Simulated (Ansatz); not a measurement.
# InPd (Pm-3m) in Ansatz: a series of runs, part 2 of 2

Ansatz 0.2.0. Earlier steps stand in the parts before.

### Step 3. Relaxation of cell and atoms, BLYP

The input, input.yaml:

```yaml
crystal:
  lattice:
    - [3.27188478, 0.0, 0.0]
    - [0.0, 3.27188478, 0.0]
    - [0.0, 0.0, 3.27188478]
  atoms:
    - { symbol: In, position: [0.0, 0.0, 0.0] }
    - { symbol: Pd, position: [0.5, 0.5, 0.5] }
hamiltonian:
  xc: blyp
  pseudopotentials: { kind: paw }
kpoints:
  mp_grid: { grid: [8, 8, 8] }
scf:
  occupations: { method: fermi_dirac, width: 0.05 }
output:
  forces: true
  stress: true
  eigenvalues: true
  write_density: true
  write_potential: true
  elf: true
  volumetric_format: npy
relax:
  f_tol: 0.01
  max_steps: 40
  cell: { stress_tol: 0.05 }
```

Potentials or basis: Ansatz PAW.

Run with:

```console
$ ansatz run input.yaml --threads 2 --pin off --max-ram 5632MiB --backend cpu --events-out ev --progress --plain --runs-dir out
```

The program printed:

```text
Warning: RAYON_NUM_THREADS=2 ignored (pool sized by the plan → 2); use --threads N
Engine: ansatz 0.2.0, aarch64-unknown-linux-gnu
Pseudopotentials: kind: paw
Pseudopotential: In, paw, valence charge 13, recommended cutoff 420 eV (normal), In.paw.azcp
Pseudopotential: Pd, paw, valence charge 18, recommended cutoff 420 eV (normal), Pd.paw.azcp
Functional definition: BLYP
  parameter beta = 0.0042
  parameter a = 0.04918
  parameter b = 0.132
  parameter c = 0.2533
  parameter d = 0.349
  exchange = b88_x(beta = beta)
  correlation = lyp_c(a = a, b = b, c = c, d = d)
Crystal: 2 atoms, lattice volume = 35.026 Å³
Basis set: ecut = 420 eV, 691 PW (Γ), exchange–correlation on 48×48×48 points (8 copies of the dense FFT grid, shifted against one another)
Bands: 20, of which v1, the nominal top of the filled ones, is band 16 counted from 1 (15 counted from 0)
Symmetry: 48 space group operations
Space group: Pm-3m (ITA 221), of the structure as read, at distance tolerance 3.3e-5 Å
k-points: 35 of 512
Non-local potential: In, projectors of the file, l = 0: 2, l = 1: 2, l = 2: 2, l = 3: 2
Non-local potential: Pd, projectors of the file, l = 0: 2, l = 1: 2, l = 2: 2, l = 3: 1
PAW form: soft (Blöchl's): semilocal exchange-correlation on the pseudo side does not see the compensation charge
PAW frozen core: In, regenerated for the run's functional, and the local potential with it (the file was generated under x = pbe(κ = 0.804, μ = 0.2195149727645171), c = pbe(β = 0.06672455060314922))
PAW frozen core: Pd, regenerated for the run's functional, and the local potential with it (the file was generated under x = pbe(κ = 0.804, μ = 0.2195149727645171), c = pbe(β = 0.06672455060314922))
PAW one-centre angular grid: In, 590 points (default); XC on 64 Gauss nodes
PAW one-centre angular grid: Pd, 590 points (default); XC on 64 Gauss nodes
[... 56 lines left out ...]
SCF iter   6: F=-12602.146259 eV  HF=-12602.146259 eV  |F-HF|=0.00e0  |Δ(HF+E_count)|=   1.44e-8  Δρ=1.03e-7  dr2=1.54e-12  ethr=1.00e-12  ⟨swp⟩=5.9  Hψ=3034  notcnv=0
SCF 5 converged in 6 iterations: F = -12602.146259 eV  dr2 = 1.54e-12
relax step   5: F+E_penalty+E_count = -12602.14625878 eV  Δ(F+E_penalty+E_count) = -1.082e-3 eV  max|allowed force component| = 2.735e-29 eV/Å  Δτ_max = 0.0000 Å  P = +0.026 GPa  Ω = 39.010 Å³  stress off target by 2.58e-2 GPa  SCF on the basis re-selected at this cell (its energy is not comparable with the rows above)  (6 SCF iters)
basis re-selected at this cell: Δ(F+E_penalty+E_count) = -1.082e-3 eV, ΔP = -0.006 GPa vs the last step (what re-selecting the basis moved, of the pressure what is left beyond the Pulay correction that the steps carried, after the strain that the cell walked since its last selection, with what the two solves' SCF thresholds leave and, on support functions, any second-order correction that the steps lacked; it is no measure of the basis error at this ecutwfc). This SCF's stress stands 2.58e-2 GPa from its target on what of the cell is left free (relax.cell.stress_tol is 5.00e-2 GPa) and its largest allowed force component is 2.73e-29 eV/Å (relax.f_tol is 1.00e-2 eV/Å): within both
SCF converged after 6 iterations
Free energy (F): -12602.146259 eV
Harris-Foulkes:  -12602.146259 eV  (|F-HF|=0.00e0)
Internal energy: -12602.135979 eV  (E = F + TS)
E sigma→0 (E₀):  -12602.141119 eV
Entropy (-TS):   -0.010280 eV (-5.140 meV/atom)
Fermi energy:    14.916103 eV
--- Per-component energies (eV) ---
  E_band       = -189.469491
  E_kinetic    = 758.681678
  E_local      = -3115.813329  (includes V_loc(G=0)·N_el)
  E_nonlocal   = 581.762750
  E_hartree    = 1260.135573
  E_xc         = -378.911226
  E_vxc        = -305.135309  (∫ρ·V_xc dr)
  E_paw        = -7941.654428  (= ΣΔE_a)
  E_vpaw       = -629.236671  (= ΣTr[D̂ρ^β])
  E_aug_tail   = 0.000231  (compensation charges beyond the density's cutoff)
  E_ewald      = -3766.234925
  E_core_change = -0.102304  (= ΣΔE_core)
  E_smearing   = -0.010280  (= −TS)
  E_closure    = 0.000000  (closes the sum)
  Σ components = -12602.146259   (vs F -12602.146259, Δ=0.00e0)
--- Forces (eV/Å), atoms counted from 1 ---
  atom   1  In    -0.00000000    -0.00000000     0.00000000
  atom   2  Pd     0.00000000    -0.00000000    -0.00000000
  max |Σ_I F_I| component: 6.31e-29 eV/Å
--- Stress (GPa, compression-positive) ---
        0.025843       0.000000      -0.000000
        0.000000       0.025843      -0.000000
       -0.000000      -0.000000       0.025843
  P = ⅓ Tr σ = 0.0258 GPa (0.258 kbar)
--- Band table (eV; the first three rows and the last of 35) ---
  k-point 0: bands = ["-69.1877", "-34.9271", "-34.9271", "-34.9271", "0.2210", "0.2210", "0.5130", "0.5130", "0.5130", "5.8437", "11.6967", "11.6967", "12.9480", "12.9480", "12.9480", "19.0628", "19.0628", "19.0628", "22.8150", "25.2543"]
  k-point 1: bands = ["-69.1876", "-34.9300", "-34.9269", "-34.9269", "0.2260", "0.2588", "0.5014", "0.5014", "0.5160", "6.0696", "11.7037", "11.7295", "12.8072", "12.8072", "12.9417", "17.5655", "19.4829", "19.4829", "23.5164", "25.2104"]
  k-point 2: bands = ["-69.1873", "-34.9369", "-34.9264", "-34.9264", "0.2382", "0.3501", "0.4736", "0.4736", "0.5233", "6.7406", "11.6565", "11.7207", "12.5074", "12.5074", "12.9264", "15.4211", "20.6138", "20.6138", "23.9494", "25.0919"]
  k-point 34: bands = ["-69.1853", "-34.9433", "-34.9433", "-34.9433", "0.3199", "0.3199", "0.3199", "0.6646", "0.6646", "10.8179", "10.8179", "10.8179", "13.4646", "13.4646", "14.2306", "18.8947", "18.8947", "18.8947", "19.0731", "19.0731"]
--- Relaxed structure (4 steps of the walk, 4 accepted, 1 SCFs on fresh bases) ---
  F+E_penalty+E_count = -12602.14625878 eV   max|allowed force component| = 2.735e-29 eV/Å   (the final SCF, on the basis selected at the relaxed cell)
  cell:  # Å, volume = 39.0097 Å³
    - [3.3914931904541015, 5.817913373669774e-34, 2.0543252740130515e-33]
    - [1.6089539743735032e-33, 3.3914931904541015, -2.5679065925163143e-34]
    - [2.182720603638867e-33, -2.5679065925163143e-34, 3.3914931904541015]
  atoms:
    - { symbol: In, position: [4.905251035169913e-36, 2.4526255174472143e-36, 2.4526255174516755e-36] }
    - { symbol: Pd, position: [0.49999999999999994, 0.49999999999999994, 0.49999999999999994] }
```

rho_z.tsv:

```text
# z_ang	rho[e/angstrom^3]
# format = ansatz-planar-average/11
# lattice	3.391493190	0.000000000	0.000000000
# lattice	0.000000000	3.391493190	-0.000000000
# lattice	0.000000000	-0.000000000	3.391493190
# sites	2
# site	49	0.000000000	0.000000000	0.000000000
# site	46	1.695746595	1.695746595	1.695746595
0.000000	1.049502e0
0.141312	9.840318e-1
0.282624	8.182837e-1
0.423937	6.206842e-1
0.565249	4.546043e-1
0.706561	3.573269e-1
[... 16 lines left out ...]
3.108869	8.182837e-1
3.250181	9.840318e-1
```

Wall time 4.5 s (2 threads of Arm Neoverse V2, shared host); peak memory 0.32 GiB.

Results:

* Free energy: -12602.1463 eV
* Relaxed volume: 19.50 Å³/atom
* Relaxed cell: a = 3.391 Å, b = 3.391 Å, c = 3.391 Å, α = 90.00°, β = 90.00°, γ = 90.00°
* Space group after relaxing (to 0.05 Å): Pm-3m (No. 221)
* Energy gained by relaxing: 63.5 meV/atom
* Ionic steps: 5
* Pressure after relaxing: 0.0 GPa
* Band gap on the k mesh: none (metal or under the smearing width)

The path:
```csv
step,energy change (eV),largest force (eV/Å),volume (Å³)
1,0.0000,0.0000,35.03
2,-0.1135,0.0000,40.40
3,-0.1254,0.0000,39.25
4,-0.1258,0.0000,39.01
5,-0.1269,0.0000,39.01
```

Final structure:
```cif
data_structure
_symmetry_space_group_name_H-M 'P 1'
_symmetry_Int_Tables_number 1
_cell_length_a 3.3915
_cell_length_b 3.3915
_cell_length_c 3.3915
_cell_angle_alpha 90.000
_cell_angle_beta 90.000
_cell_angle_gamma 90.000
_cell_volume 39.01
loop_
_atom_site_label
_atom_site_type_symbol
_atom_site_fract_x
_atom_site_fract_y
_atom_site_fract_z
_atom_site_occupancy
In1 In 0.00000 0.00000 0.00000 1
Pd1 Pd 0.50000 0.50000 0.50000 1
```

Caveat: the plane-wave basis is chosen anew once the cell has moved, so the energies of steps on either side of that aren't comparable; the PAW data sets come from PBE, with cores solved anew for the run's functional, which leaves a small shift of forces and pressure.

### Step 4. Relaxation of cell and atoms, r2SCAN

Edit input.yaml of step 3 so:

```diff
@@ -9,3 +9,3 @@
 hamiltonian:
-  xc: blyp
+  xc: r2scan
   pseudopotentials: { kind: paw }
```

Potentials or basis: Ansatz PAW.

Run with:

```console
$ ansatz run input.yaml --threads 2 --pin off --max-ram 5632MiB --backend cpu --events-out ev --progress --plain --runs-dir out
```

The program printed:

```text
Warning: RAYON_NUM_THREADS=2 ignored (pool sized by the plan → 2); use --threads N
[... 2 set-up lines as earlier in the session ...]
Pseudopotential: In, paw, valence charge 13, recommended cutoff 500 eV (meta_gga), In.paw.azcp
Pseudopotential: Pd, paw, valence charge 18, recommended cutoff 500 eV (meta_gga), Pd.paw.azcp
Functional definition: r2SCAN
  parameter k0 = 0.174
  parameter k1 = 0.065
  parameter a1 = 4.9479
  exchange = r2scan_x(k0 = k0, k1 = k1, a1 = a1)
  correlation = r2scan_c
Crystal: 2 atoms, lattice volume = 35.026 Å³
Basis set: ecut = 500 eV, 895 PW (Γ), exchange–correlation on 96×96×96 points (64 copies of the dense FFT grid, shifted against one another)
Bands: 20, of which v1, the nominal top of the filled ones, is band 16 counted from 1 (15 counted from 0)
[... 2 set-up lines as earlier in the session ...]
k-points: 35 of 512
[... 3 set-up lines as earlier in the session ...]
PAW frozen core: In, regenerated for the run's functional (the file was generated under x = pbe(κ = 0.804, μ = 0.2195149727645171), c = pbe(β = 0.06672455060314922))
PAW frozen core: Pd, regenerated for the run's functional (the file was generated under x = pbe(κ = 0.804, μ = 0.2195149727645171), c = pbe(β = 0.06672455060314922))
[... 70 lines left out ...]
  E_paw        = -7958.894812  (= ΣΔE_a)
  E_vpaw       = -664.289357  (= ΣTr[D̂ρ^β])
  E_aug_tail   = 0.000120  (compensation charges beyond the density's cutoff)
  E_vtau       = 24.840774  (kinetic-family band-sum trace: ∫τ·v_τ [+ j·A + Jᵃ·Aᵃ] dr)
  E_ewald      = -3909.525376
  E_core_change = 0.513459  (= ΣΔE_core)
  E_smearing   = -0.009911  (= −TS)
  E_closure    = -0.000000  (closes the sum)
  Σ components = -12598.705673   (vs F -12598.705673, Δ=0.00e0)
--- Forces (eV/Å), atoms counted from 1 ---
  atom   1  In    -0.00000000    -0.00000000     0.00000000
  atom   2  Pd    -0.00000000     0.00000000     0.00000000
  max |Σ_I F_I| component: 6.05e-29 eV/Å
--- Stress (GPa, compression-positive) ---
       -0.011688       0.000000       0.000000
        0.000000      -0.011688       0.000000
        0.000000      -0.000000      -0.011688
  P = ⅓ Tr σ = -0.0117 GPa (-0.117 kbar)
--- Band table (eV; the first three rows and the last of 35) ---
  k-point 0: bands = ["-70.2236", "-35.1384", "-35.1384", "-35.1384", "1.1127", "1.1127", "1.5443", "1.5443", "1.5443", "6.2688", "12.6958", "12.6958", "14.3140", "14.3140", "14.3140", "21.2643", "21.2643", "21.2643", "26.9254", "27.6662"]
  k-point 1: bands = ["-70.2234", "-35.1436", "-35.1380", "-35.1380", "1.1216", "1.1669", "1.5280", "1.5280", "1.5491", "6.5300", "12.6997", "12.7341", "14.1318", "14.1318", "14.3031", "19.6851", "21.7720", "21.7720", "27.2311", "27.5716"]
  k-point 2: bands = ["-70.2228", "-35.1561", "-35.1371", "-35.1371", "1.1432", "1.2972", "1.4887", "1.4887", "1.5608", "7.3067", "12.6620", "12.7090", "13.7480", "13.7480", "14.2770", "17.2987", "23.1274", "23.1274", "27.3237", "27.3406"]
  k-point 34: bands = ["-70.2186", "-35.1672", "-35.1672", "-35.1672", "1.2612", "1.2612", "1.2612", "1.7654", "1.7654", "11.6059", "11.6059", "11.6059", "14.9347", "14.9347", "17.0043", "20.7272", "20.7272", "20.7272", "21.3290", "21.3290"]
--- Relaxed structure (3 steps of the walk, 2 accepted, 1 SCFs on fresh bases) ---
  F+E_penalty+E_count = -12598.70567291 eV   max|allowed force component| = 2.866e-29 eV/Å   (the final SCF, on the basis selected at the relaxed cell)
  cell:  # Å, volume = 34.8757 Å³
    - [3.2671894598742015, 3.209883240645393e-35, 3.209883240645393e-35]
    - [0.0, 3.2671894598742015, 0.0]
    - [0.0, 0.0, 3.2671894598742015]
  atoms:
    - { symbol: In, position: [0.0, -7.807274697466924e-48, -1.1153249567809894e-48] }
    - { symbol: Pd, position: [0.49999999999999994, 0.49999999999999994, 0.49999999999999994] }
```

rho_z.tsv:

```text
# z_ang	rho[e/angstrom^3]
# format = ansatz-planar-average/11
# lattice	3.267189460	0.000000000	0.000000000
# lattice	0.000000000	3.267189460	0.000000000
# lattice	0.000000000	0.000000000	3.267189460
# sites	2
# site	49	0.000000000	-0.000000000	-0.000000000
# site	46	1.633594730	1.633594730	1.633594730
0.000000	1.141116e0
0.136133	1.075007e0
0.272266	9.060345e-1
0.408399	7.009549e-1
0.544532	5.249031e-1
0.680664	4.197369e-1
[... 16 lines left out ...]
2.994924	9.060345e-1
3.131057	1.075007e0
```

Wall time 7.2 s (2 threads of Arm Neoverse V2, shared host); peak memory 0.38 GiB.

Results:

```yaml
Free_energy: -12598.7057 eV
Relaxed_volume: 17.44 Å³/atom
Relaxed_cell: a = 3.267 Å, b = 3.267 Å, c = 3.267 Å, α = 90.00°, β = 90.00°, γ = 90.00°
Space_group_after_relaxing_to_0.05_Å: Pm-3m (No. 221)
Energy_gained_by_relaxing: 0.1 meV/atom
Ionic_steps: 3
Pressure_after_relaxing: 0.0 GPa
Band_gap_on_the_k_mesh: none (metal or under the smearing width)
```

Step by step:
| step | energy change (eV) | largest force (eV/Å) | volume (Å³) |
| --- | --- | --- | --- |
| 1 | 0.0000 | 0.0000 | 35.03 |
| 2 | -0.0004 | 0.0000 | 34.88 |
| 3 | -0.0003 | 0.0000 | 34.88 |

Final structure:
```xyz
2
Lattice="3.2672 0.0000 0.0000 0.0000 3.2672 0.0000 0.0000 0.0000 3.2672" Properties=species:S:1:pos:R:3 pbc="T T T"
In    0.0000    0.0000    0.0000
Pd    1.6336    1.6336    1.6336
```

Caveat: the plane-wave basis is chosen anew once the cell has moved, so the energies of steps on either side of that aren't comparable; the PAW data sets come from PBE, with cores solved anew for the run's functional, which leaves a small shift of forces and pressure.

### Step 5. Relaxation of cell and atoms, PBE

Edit input.yaml of step 4 so:

```diff
@@ -9,3 +9,3 @@
 hamiltonian:
-  xc: r2scan
+  xc: pbe
   pseudopotentials: { kind: paw }
@@ -19,6 +19,2 @@
   eigenvalues: true
-  write_density: true
-  write_potential: true
-  elf: true
-  volumetric_format: npy
 relax:
```

Run with:

```console
$ ansatz run input.yaml --threads 2 --pin off --max-ram 5632MiB --backend cpu --events-out ev --progress --plain --runs-dir out
```

It took 4.1 s on 2 threads of Arm Neoverse V2, shared host; peak memory 0.32 GiB.

It converged, with:

```yaml
Free_energy: -12571.6738 eV
Relaxed_volume: 18.04 Å³/atom
Relaxed_cell: a = 3.304 Å, b = 3.304 Å, c = 3.304 Å, α = 90.00°, β = 90.00°, γ = 90.00°
Space_group_after_relaxing_to_0.05_Å: Pm-3m (No. 221)
Energy_gained_by_relaxing: 5.7 meV/atom
Ionic_steps: 4
Pressure_after_relaxing: 0.0 GPa
Band_gap_on_the_k_mesh: none (metal or under the smearing width)
```

The path:
```csv
step,energy change (eV),largest force (eV/Å),volume (Å³)
1,0.0000,0.0000,35.03
2,-0.0108,0.0000,36.17
3,-0.0110,0.0000,36.07
4,-0.0114,0.0000,36.07
```

Final structure:
```
In Pd
1.0
     3.30408    0.00000    0.00000
     0.00000    3.30408    0.00000
     0.00000    0.00000    3.30408
In Pd
1 1
Direct
  0.00000 0.00000 0.00000
  0.50000 0.50000 0.50000
```

Levels at points of the mesh, in eV from the Fermi level:
| k point | band 14 | band 15 | band 16 | band 17 | band 18 | band 19 |
| --- | --- | --- | --- | --- | --- | --- |
| (0.00, 0.00, 0.00) | -2.12 | -2.12 | 4.26 | 4.26 | 4.26 | 9.12 |
| (0.00, 0.00, -0.50) | -3.05 | -2.18 | -1.01 | 9.39 | 9.39 | 9.86 |
| (0.00, -0.50, -0.50) | -2.12 | -2.12 | -1.57 | 1.40 | 2.47 | 9.34 |
| (-0.50, -0.50, -0.50) | -1.53 | -0.12 | 3.84 | 3.84 | 3.84 | 4.37 |

Caveat: the plane-wave basis is chosen anew once the cell has moved, so the energies of steps on either side of that aren't comparable.

### Step 6. The runs side by side

```csv
level,cutoff (eV),gap on the mesh (eV),pressure (GPa),relaxed volume (Å³/atom)
revPBE,420,none,0.0,18.43
BLYP,420,none,0.0,19.50
r2SCAN,500,none,0.0,17.44
PBE,420,none,0.0,18.04
```

Alike in all rows: task relaxation of cell and atoms; potentials or basis Ansatz PAW; no spin polarisation; cell relaxed; k mesh 8 × 8 × 8; smearing fermi-dirac 0.05 eV.

Caveats: the plane-wave basis is chosen anew once the cell has moved, so the energies of steps on either side of that aren't comparable; the PAW data sets come from PBE, with cores solved anew for the run's functional, which leaves a small shift of forces and pressure (some runs).

Absolute energies hang on the potentials; compare differences alone.
